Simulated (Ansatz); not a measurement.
# PtSe2 (P-3m1): one cell, many starting occupations

Aim: start the open shells of PtSe2 (P-3m1) from different occupation matrices at one fixed cell, and see in which states the SCF ends. Cell and atoms stay fixed.

The COD entry's cell or inner coordinates are ideal or old and differ from later refinements, so a difference from it is no clean test against experiment.

Program: Ansatz 0.2.0. Level of theory: DFT PBE+U (U_eff = 8 eV on Pt d), plane waves, PAW, no spin–orbit coupling unless a run says so. These are calculated values, not measurements.

## Step 1: The structure to begin with

It takes space group P-3m1 (No. 164, trigonal). The conventional cell has a = 3.724 Å, b = 3.724 Å, c = 5.062 Å, α = 90.00°, β = 90.00°, γ = 120.00°. Pt (site symmetry -3m) has 6 Se at 2.49 Å as nearest neighbours. Around Se (site symmetry 3m) lie 3 Pt at 2.49 Å.

Coordinates:

```xyz
6
Lattice="3.7240 0.0000 0.0000 -3.7240 6.4502 0.0000 0.0000 0.0000 5.0620" Properties=species:S:1:pos:R:3 pbc="T T T"
Pt    0.0000    0.0000    0.0000
Se    0.0000    2.1501    1.2655
Se    1.8620    1.0750    3.7965
Pt   -1.8620    3.2251    0.0000
Se   -1.8620    5.3751    1.2655
Se    0.0000    4.3001    3.7965
```

Magnetic order typed: antiferromagnetic, doubled cell 0 1/2 0.

The runs: from atoms, symmetry kept, no search; natural orbitals of the symmetric run, filled by rank; random orbitals: single harmonics, first filling; random orbitals: fully mixed, first filling; random orbitals: drawn by pairs, first filling; from atoms, default search.

## Step 2: From atoms, symmetry kept, no search

The input, input.yaml:

```yaml
crystal:
  lattice:
    - [3.72400029, 0.0, 0.0]
    - [-3.7240003, 6.45015772, 0.0]
    - [0.0, 0.0, 5.06199958]
  atoms:
    - { symbol: Pt, position: [0.0, 0.0, 0.0], spin: 4.0 }
    - { symbol: Se, position: [0.3333333333, 0.3333333334, 0.25] }
    - { symbol: Se, position: [0.6666666667, 0.1666666666, 0.75] }
    - { symbol: Pt, position: [0.0, 0.5, 0.0], spin: -4.0 }
    - { symbol: Se, position: [0.3333333333, 0.8333333333, 0.25] }
    - { symbol: Se, position: [0.6666666667, 0.6666666666, 0.75] }
basis:
  ecutwfc: 420
  ecutrho_ratio: 4
kpoints:
  mp_grid: { grid: [6, 6, 4] }
hamiltonian:
  xc: pbe
  hubbard:
    sites: [{ site: 0, l: d, u_eff: 8.0 }, { site: 3, l: d, u_eff: 8.0 }]
scf:
  occupations: { method: gaussian, width: 0.05 }
  lower_state_search: "off"
  max_iter: 150
output:
  forces: true
  stress: true
  eigenvalues: true
  populations: true
  hubbard: { sites: [{ site: 0, l: d }, { site: 3, l: d }] }
magnetization:
  spin_polarized: true
```

Launch:

```sh
$ ansatz run input.yaml --threads 4 --pin off --max-ram 6144MiB --backend cpu --events-out ev --progress --plain --runs-dir out
```

Standard output, shortened:

```text
Warning: RAYON_NUM_THREADS=4 ignored (pool sized by the plan → 4); use --threads N
Pt: projections on atomic orbitals take those of the free atom [Kr 4d10 4f14] 5s2 5p6 5d9 6s1, of charge +0.00 (hamiltonian.pseudopotentials.projection_atoms); the dataset's partial waves leave at most 9.1e-5 of an orbital's norm unspanned inside its sphere
Se: projections on atomic orbitals take those of the free atom [Ar] 3d10 4s2 4p4, of charge +0.00 (hamiltonian.pseudopotentials.projection_atoms); the dataset's partial waves leave at most 2.3e-6 of an orbital's norm unspanned inside its sphere
[...]
Pseudopotentials: kind: paw
Pseudopotential: Pt, paw, valence charge 18, recommended cutoff 420 eV (normal), Pt.paw.azcp
Pseudopotential: Se, paw, valence charge 16, recommended cutoff 420 eV (normal), Se.paw.azcp
Functional definition: PBE
[...]
Crystal: 6 atoms, lattice volume = 121.591 Å³
[...]
WARN: the translation (0, 0.5, 0) carries every atom to within crystal.symmetry.tolerance of an atom of its element with the starting moment reversed, but both spin channels are solved: site 1 translated lies 7.07e-11 (fractional; 3.23e-10 Å) from site 4 (counted from 0 in this solve's [...]
WARN: the starting moments were not kept: the SCF closed with an absolute magnetisation of 2.2e-5 μB, where they sum to 8 μB in size (2 sites). That is at most 0.1 of that sum. Measured as dr2_m measures the in/out step, that magnetisation stands 5.1e-11 eV from none, at or under the [...]
--- Löwdin populations: 6 sites ---
  site symbol       q [e]    m [muB]
     0     Pt     17.6840    -0.0000
     1     Se     16.0666    -0.0000
     2     Se     16.0666     0.0000
     3     Pt     17.6840     0.0000
     4     Se     16.0666     0.0000
     5     Se     16.0666    -0.0000
  spilling = 0.003657 (of n_electrons = 100.000000)
--- Occupation matrices: 2 shells (run DFT+U table (all-electron-ortho-atomic); ε = 1.41e-3) ---
  Pt0 d_5D: site group D3d (-3m); on the run's cell C2h (2/m)
  Pt0 d_5D up     Tr n = 4.4874  λ = 0.766 0.766 0.984 0.985 0.986  [2× yz 0.31 Eg(1.00)/Ag(0.50) | 3× z2 0.33 Eg(0.67)/Ag(0.67)]
  Pt0 d_5D dn     Tr n = 4.4874  λ = 0.766 0.766 0.984 0.985 0.986  [2× yz 0.31 Eg(1.00)/Ag(0.50) | 3× z2 0.33 Eg(0.67)/Ag(0.67)]
  Pt3 d_5D: site group D3d (-3m); on the run's cell C2h (2/m)
  Pt3 d_5D up     Tr n = 4.4874  λ = 0.766 0.766 0.984 0.985 0.986  [2× yz 0.31 Eg(1.00)/Ag(0.50) | 3× z2 0.33 Eg(0.67)/Ag(0.67)]
  Pt3 d_5D dn     Tr n = 4.4874  λ = 0.766 0.766 0.984 0.985 0.986  [2× yz 0.31 Eg(1.00)/Ag(0.50) | 3× z2 0.33 Eg(0.67)/Ag(0.67)]
  Tr n, λ and their labels are of the run-group-symmetrised matrices; stabiliser: 16 of 16 elements of G0×{1,Θ} (closed), max defect 5.9e-6 at τ = 3.0e-4
```

Run time: 21 s. Hardware: 4 threads of Intel Xeon Platinum 8488C (Sapphire Rapids), shared host; peak memory 1.1 GiB.

End state: no gap, pressure 8.1 GPa, no moment over 0.05 μB in any sphere, largest force component 0.81 eV/Å, 4 symmetry operations imposed.

How the shells are filled (orbitals counted by the eigenvalues of the occupation matrices):

```csv
shell,channel,electrons,over 0.8,0.2 to 0.8,under 0.2
Pt 5d (atom 1),up,4.49,3,2,0
Pt 5d (atom 1),down,4.49,3,2,0
```

## Step 3: Natural orbitals of the symmetric run, filled by rank

input.yaml: that of step 2 with these lines changed.

```diff
@@ -20,3 +20,35 @@
   hubbard:
-    sites: [{ site: 0, l: d, u_eff: 8.0 }, { site: 3, l: d, u_eff: 8.0 }]
+    sites:
+      - { site: 0, l: d, u_eff: 8.0, starting_ns: [{ spin: up, occupation_matrix: s0up }, { spin: down, occupation_matrix: s0down }] }
+      - { site: 3, l: d, u_eff: 8.0, starting_ns: [{ spin: up, occupation_matrix: s3up }, { spin: down, occupation_matrix: s3down }] }
+    occupation_matrices:
+      s0up:
+        matrix:
+          - [0.97, 0.0, 0.0, 0.0, 0.0]
+          - [0.0, 0.97, 0.0, 0.0, 0.0]
+          - [0.0, 0.0, 0.97, 0.0, 0.0]
+          - [0.0, 0.0, 0.0, 0.97, 0.0]
+          - [0.0, 0.0, 0.0, 0.0, 0.97]
+      s0down:
+        matrix:
+          - [0.02593, 0.0, 0.04621, -0.05882, 0.0]
+          - [0.0, 0.02, 0.0, 0.0, 0.0]
+          - [0.04621, 0.0, 0.38036, -0.45863, 0.0]
+          - [-0.05882, 0.0, -0.45863, 0.60372, 0.0]
+          - [0.0, 0.0, 0.0, 0.0, 0.02]
+      s3up:
+        matrix:
+          - [0.02593, 0.0, 0.04621, -0.05882, 0.0]
+          - [0.0, 0.02, 0.0, 0.0, 0.0]
+          - [0.04621, 0.0, 0.38036, -0.45863, 0.0]
+          - [-0.05882, 0.0, -0.45863, 0.60372, 0.0]
+          - [0.0, 0.0, 0.0, 0.0, 0.02]
+      s3down:
+        matrix:
+          - [0.97, 0.0, 0.0, 0.0, 0.0]
+          - [0.0, 0.97, 0.0, 0.0, 0.0]
+          - [0.0, 0.0, 0.97, 0.0, 0.0]
+          - [0.0, 0.0, 0.0, 0.97, 0.0]
+          - [0.0, 0.0, 0.0, 0.0, 0.97]
+    ns_hold: { iters: 10 }
 scf:
@@ -31,2 +63,6 @@
   hubbard: { sites: [{ site: 0, l: d }, { site: 3, l: d }] }
+  write_density: true
+  write_potential: true
+  elf: true
+  volumetric_format: npy
 magnetization:
```

The typed matrices put 0.97 on the chosen orbitals and 0.02 on the others, and are held for 10 cycles.

Launch:

```sh
$ ansatz run input.yaml --threads 4 --pin off --max-ram 6144MiB --backend cpu --events-out ev --progress --plain --runs-dir out
```

Standard output, shortened:

```text
Warning: RAYON_NUM_THREADS=4 ignored (pool sized by the plan → 4); use --threads N
Pt: projections on atomic orbitals take those of the free atom [Kr 4d10 4f14] 5s2 5p6 5d9 6s1, of charge +0.00 (hamiltonian.pseudopotentials.projection_atoms); the dataset's partial waves leave at most 9.1e-5 of an orbital's norm unspanned inside its sphere
Se: projections on atomic orbitals take those of the free atom [Ar] 3d10 4s2 4p4, of charge +0.00 (hamiltonian.pseudopotentials.projection_atoms); the dataset's partial waves leave at most 2.3e-6 of an orbital's norm unspanned inside its sphere
[...]
[... 4 set-up lines as earlier in the session ...]
[...]
WARN: the translation (0, 0.5, 0) carries every atom to within crystal.symmetry.tolerance of an atom of its element with the starting moment reversed, but both spin channels are solved: site 1 translated lies 7.07e-11 (fractional; 3.23e-10 Å) from site 4 (counted from 0 in this solve's [...]
WARN: the starting moments were not kept: the SCF closed with an absolute magnetisation of 1.5e-5 μB, where they sum to 8 μB in size (2 sites). That is at most 0.1 of that sum. Measured as dr2_m measures the in/out step, that magnetisation stands 3.8e-11 eV from none, at or under the [...]
WARN: hamiltonian.hubbard: on 2 of 4 specified blocks the occupation matrix of this SCF's result fails the test of the specified filling. At site 0 ↓ (sites count from 0 in the list of atoms of the cell that this SCF solves) the least filled combination of the orbitals specified full has [...]
  specified occupation → Pt0 d_5D dn: matrix, ‖Δ‖_F = 1.7249, Tr Δ = -3.4374, displaced = 1.7187, d_λ = 1.7249; orbital distance = 0.7073
  Pt3 d_5D: site group D3d (-3m); on the run's cell C2h (2/m)
  Pt3 d_5D up     Tr n = 4.4874  λ = 0.766 0.766 0.984 0.985 0.986  [xz 0.62 Eg(1.00)/Bg(1.00) | yz 0.62 Eg(1.00)/Ag(1.00) | z2 0.99 A1g(0.99)/Ag(1.00) | 2× xy 0.31 Eg(1.00)/Ag(0.50)]
  Pt3 d_5D dn     Tr n = 4.4874  λ = 0.766 0.766 0.984 0.985 0.986  [xz 0.62 Eg(1.00)/Bg(1.00) | yz 0.62 Eg(1.00)/Ag(1.00) | z2 0.99 A1g(0.99)/Ag(1.00) | 2× xy 0.31 Eg(1.00)/Ag(0.50)]
  specified occupation → Pt3 d_5D up: matrix, ‖Δ‖_F = 1.7249, Tr Δ = -3.4374, displaced = 1.7187, d_λ = 1.7249; orbital distance = 0.7073
  specified occupation → Pt3 d_5D dn: matrix, ‖Δ‖_F = 0.2896, Tr Δ = +0.3626, displaced = 0.2266, d_λ = 0.2896; orbital distance = 0.0000
  Tr n, λ and their labels are of the run-group-symmetrised matrices; stabiliser: 16 of 16 elements of G0×{1,Θ} (closed), max defect 5.2e-6 at τ = 9.6e-5
```

It took 31 s on 4 threads of Intel Xeon Platinum 8488C (Sapphire Rapids), shared host; peak memory 1.1 GiB.

End state: no gap, pressure 8.1 GPa, no moment over 0.05 μB in any sphere, largest force component 0.81 eV/Å, 4 symmetry operations imposed. The program reports that the typed filling wasn't kept.

The shells' filling, with natural orbitals sorted by occupation:

```csv
shell,channel,electrons,over 0.8,0.2 to 0.8,under 0.2
Pt 5d (atom 1),up,4.49,3,2,0
Pt 5d (atom 1),down,4.49,3,2,0
```

Density in a lattice plane of the grid's cell (edges 7.45 and 5.06 Å, at 0.000 of the third edge), which holds Pt.

Ten even steps from ' ' (0.02 e/Å³) to '@' (11.96 e/Å³):
```
##**::              ::**##**::              ::**
::::                  ::::::                  ::
                                                
                                                
                                                
                                                
                                                
                                                
                                                
                                                
                                                
::::                  ::::::                  ::
##**::              ::**##**::              ::**
@@%%==..          ..==%%@@%%==..          ..==%%
```
Columns run along the first of these edges and rows up along the second, over one cell in 24 and 14 even steps from the bottom left corner. Atoms in the plane (fractional): Pt at (0.00, 0.00), Pt at (0.50, 0.00).

ELF in the same plane.

Values, 8 rows by 12 columns:
```
0.64 0.39 0.35 0.41 0.35 0.39 0.64 0.39 0.35 0.41 0.35 0.39
0.30 0.26 0.51 0.62 0.51 0.26 0.30 0.26 0.51 0.62 0.51 0.26
0.07 0.10 0.37 0.54 0.37 0.10 0.07 0.10 0.37 0.54 0.37 0.10
0.01 0.02 0.08 0.13 0.08 0.02 0.01 0.02 0.08 0.13 0.08 0.02
0.07 0.10 0.37 0.54 0.37 0.10 0.07 0.10 0.37 0.54 0.37 0.10
0.30 0.26 0.51 0.62 0.51 0.26 0.30 0.26 0.51 0.62 0.51 0.26
0.64 0.39 0.35 0.41 0.35 0.39 0.64 0.39 0.35 0.41 0.35 0.39
0.66 0.61 0.25 0.15 0.25 0.61 0.66 0.61 0.25 0.15 0.25 0.61
```
Columns run along the first of these edges and rows up along the second, over one cell in 12 and 8 even steps from the bottom left corner. Atoms in the plane (fractional): Pt at (0.00, 0.00), Pt at (0.50, 0.00).

Both are smooth fields of the valence electrons: close to the nuclei they are not physical.

The highest ELF values outside the cores: 0.87 beside Se, off the lines to its neighbours, 0.9 Å from Se; 0.79 on the Se–Pt line, 0.8 Å from Se; 0.79 in the shell around Se, 0.8 Å from Se.

ELF in the plane through atom 1 (Pt) and two of its nearest Se neighbours, 7.2 Å on a side, that atom in the middle and its first bond to the right.

Ten even steps from ' ' (0.04) to '@' (0.85):
```
**##%%%%%%##++..  ..++########++::..::::----------
##%%@@@@@@@@**....==%%@@@@@@%%%%**--::==++++====--
##%%@@@@@@@@++....**@@@@**==**%%%%++--++######**==
++##%%@@%%##--  ::**@@%%--..--%%%%++--++######**--
..::------::    ..++%%%%##****%%##==--++**####**--
      ....        ::++##%%%%%%**==::::----------::
..==******++--....::----======--....--++++++==--::
++%%@@@@@@%%##++--::--======--::::==**%%%%@@%%##==
##@@@@**++##%%##==--**######**--==##%%**==++%%%%**
##@@##::..==%%%%==--**######**--==%%%%==..::##@@##
**%%%%++==**%%##==--**######**--==##%%##++**@@@@##
==##%%@@%%%%**==::::--======--::--++##%%@@@@@@%%++
::--==++++++--....--======----::....--++******==..
::----------::::==**%%%%%%##++::        ....      
--**####**++--==##%%****##%%%%++..    ::------::..
--**######++--++%%%%--..--%%@@**::  --##%%@@%%##++
==**######++--++%%%%**==**@@@@**....++@@@@@@@@%%##
--====++++==::--**%%%%@@@@@@%%==....**@@@@@@@@%%##
----------::::..::++########++..  ..++##%%%%%%##**
```
Atoms in the plane (Å from the middle): Se (2.5, 0.0), Se (0.3, 2.5), Pt (2.8, 2.5), Se (-0.3, -2.5), Se (-2.5, 0.0), Pt (0.0, 0.0), Pt (-2.8, -2.5).

## Step 4: Random orbitals: single harmonics, first filling

input.yaml: that of step 3 with these lines changed.

```diff
@@ -33,6 +33,6 @@
         matrix:
-          - [0.02593, 0.0, 0.04621, -0.05882, 0.0]
+          - [0.02, 0.0, 0.0, 0.0, 0.0]
           - [0.0, 0.02, 0.0, 0.0, 0.0]
-          - [0.04621, 0.0, 0.38036, -0.45863, 0.0]
-          - [-0.05882, 0.0, -0.45863, 0.60372, 0.0]
+          - [0.0, 0.0, 0.02, 0.0, 0.0]
+          - [0.0, 0.0, 0.0, 0.97, 0.0]
           - [0.0, 0.0, 0.0, 0.0, 0.02]
@@ -40,6 +40,6 @@
         matrix:
-          - [0.02593, 0.0, 0.04621, -0.05882, 0.0]
+          - [0.02, 0.0, 0.0, 0.0, 0.0]
           - [0.0, 0.02, 0.0, 0.0, 0.0]
-          - [0.04621, 0.0, 0.38036, -0.45863, 0.0]
-          - [-0.05882, 0.0, -0.45863, 0.60372, 0.0]
+          - [0.0, 0.0, 0.02, 0.0, 0.0]
+          - [0.0, 0.0, 0.0, 0.97, 0.0]
           - [0.0, 0.0, 0.0, 0.0, 0.02]
@@ -52,3 +52,3 @@
           - [0.0, 0.0, 0.0, 0.0, 0.97]
-    ns_hold: { iters: 10 }
+    ns_hold: until_converged
 scf:
```

The typed matrices put 0.97 on the chosen orbitals and 0.02 on the others, and are held until the SCF converges, then released.

Launch:

```sh
$ ansatz run input.yaml --threads 4 --pin off --max-ram 6144MiB --backend cpu --events-out ev --progress --plain --runs-dir out
```

Standard output, shortened:

```text
Warning: RAYON_NUM_THREADS=4 ignored (pool sized by the plan → 4); use --threads N
Pt: projections on atomic orbitals take those of the free atom [Kr 4d10 4f14] 5s2 5p6 5d9 6s1, of charge +0.00 (hamiltonian.pseudopotentials.projection_atoms); the dataset's partial waves leave at most 9.1e-5 of an orbital's norm unspanned inside its sphere
Se: projections on atomic orbitals take those of the free atom [Ar] 3d10 4s2 4p4, of charge +0.00 (hamiltonian.pseudopotentials.projection_atoms); the dataset's partial waves leave at most 2.3e-6 of an orbital's norm unspanned inside its sphere
[...]
[... 4 set-up lines as earlier in the session ...]
[...]
WARN: the translation (0, 0.5, 0) carries every atom to within crystal.symmetry.tolerance of an atom of its element with the starting moment reversed, but both spin channels are solved: site 1 translated lies 7.07e-11 (fractional; 3.23e-10 Å) from site 4 (counted from 0 in this solve's [...]
WARN: the starting moments were not kept: the SCF closed with an absolute magnetisation of 8.2e-6 μB, where they sum to 8 μB in size (2 sites). That is at most 0.1 of that sum. Measured as dr2_m measures the in/out step, that magnetisation stands 1.0e-11 eV from none, at or under the [...]
WARN: hamiltonian.hubbard: on 2 of 4 specified blocks the occupation matrix of this SCF's result fails the test of the specified filling. At site 0 ↓ (sites count from 0 in the list of atoms of the cell that this SCF solves) the least filled combination of the orbitals specified full has [...]
  specified occupation → Pt0 d_5D dn: matrix, ‖Δ‖_F = 1.7703, Tr Δ = -3.4374, displaced = 1.7991, d_λ = 1.7249; orbital distance = 0.9418
  Pt3 d_5D: site group D3d (-3m); on the run's cell C2h (2/m)
  Pt3 d_5D up     Tr n = 4.4874  λ = 0.766 0.766 0.984 0.985 0.986  [xz 0.62 Eg(1.00)/Bg(1.00) | yz 0.62 Eg(1.00)/Ag(1.00) | z2 0.99 A1g(0.99)/Ag(1.00) | 2× xy 0.31 Eg(1.00)/Ag(0.50)]
  Pt3 d_5D dn     Tr n = 4.4874  λ = 0.766 0.766 0.984 0.985 0.986  [xz 0.62 Eg(1.00)/Bg(1.00) | yz 0.62 Eg(1.00)/Ag(1.00) | z2 0.99 A1g(0.99)/Ag(1.00) | 2× xy 0.31 Eg(1.00)/Ag(0.50)]
  specified occupation → Pt3 d_5D up: matrix, ‖Δ‖_F = 1.7703, Tr Δ = -3.4374, displaced = 1.7991, d_λ = 1.7249; orbital distance = 0.9418
  specified occupation → Pt3 d_5D dn: matrix, ‖Δ‖_F = 0.2896, Tr Δ = +0.3626, displaced = 0.2266, d_λ = 0.2896; orbital distance = 0.0000
  Tr n, λ and their labels are of the run-group-symmetrised matrices; stabiliser: 16 of 16 elements of G0×{1,Θ} (closed), max defect 3.2e-6 at τ = 1.1e-4
```

Run time: 47 s. Hardware: 4 threads of Intel Xeon Platinum 8488C (Sapphire Rapids), shared host; peak memory 1.1 GiB.

End state: no gap, pressure 8.1 GPa, no moment over 0.05 μB in any sphere, largest force component 0.81 eV/Å, 4 symmetry operations imposed. The program reports that the typed filling wasn't kept.

How the shells are filled (orbitals counted by the eigenvalues of the occupation matrices):

```csv
shell,channel,electrons,over 0.8,0.2 to 0.8,under 0.2
Pt 5d (atom 1),up,4.49,3,2,0
Pt 5d (atom 1),down,4.49,3,2,0
```

Density in a lattice plane of the grid's cell (edges 7.45 and 5.06 Å, at 0.000 of the third edge), which holds Pt.

Ten even steps from ' ' (0.02 e/Å³) to '@' (11.96 e/Å³):
```
##**::              ::**##**::              ::**
::::                  ::::::                  ::
                                                
                                                
                                                
                                                
                                                
                                                
                                                
                                                
                                                
::::                  ::::::                  ::
##**::              ::**##**::              ::**
@@%%==..          ..==%%@@%%==..          ..==%%
```
Columns run along the first of these edges and rows up along the second, over one cell in 24 and 14 even steps from the bottom left corner. Atoms in the plane (fractional): Pt at (0.00, 0.00), Pt at (0.50, 0.00).

ELF in the same plane.

Ten even steps from '0' (0.01) to '9' (0.68):
```
997433333479997433333479
875456665457875456665457
543478887434543478887434
333478987433333478987433
111367886311111367886311
000124442100000124442100
000011111000000011111000
000124442100000124442100
111368876311111368876311
333478987433333478987433
543478887434543478887434
875456665457875456665457
997433333479997433333479
998532223589998532223589
```
Columns run along the first of these edges and rows up along the second, over one cell in 24 and 14 even steps from the bottom left corner. Atoms in the plane (fractional): Pt at (0.00, 0.00), Pt at (0.50, 0.00).

Both are smooth fields of the valence electrons: close to the nuclei they are not physical.

Maxima of ELF outside the ion cores: 0.87 beside Se, off the lines to its neighbours, 0.9 Å from Se; 0.79 on the Se–Pt line, 0.8 Å from Se; 0.79 in the shell around Se, 0.8 Å from Se.

ELF in the plane through atom 1 (Pt) and two of its nearest Se neighbours, 7.2 Å on a side, that atom in the middle and its first bond to the right.

Ten even steps from '0' (0.04) to '9' (0.85):
```
6788875101577775212233333
7899996114899988632455443
7899995116996468853577764
5789873026983138853577763
1233320015887668743567763
0001100002578886422333332
1466653112334443113555432
5899987532344432246889874
7996578743677763478645886
7972148843677763488412797
6885468743677763478756997
4789886422344432357899985
2345553113444332113566641
2333332246888752000011000
3677653478667885100233321
3677753588313896203789875
4677753588646996115999987
3445542368899984116999987
3333322125777751015788876
```
Atoms in the plane (Å from the middle): Se (2.5, 0.0), Se (0.3, 2.5), Pt (2.8, 2.5), Se (-0.3, -2.5), Se (-2.5, 0.0), Pt (0.0, 0.0), Pt (-2.8, -2.5).

(Part 1 of 2 ends here.)
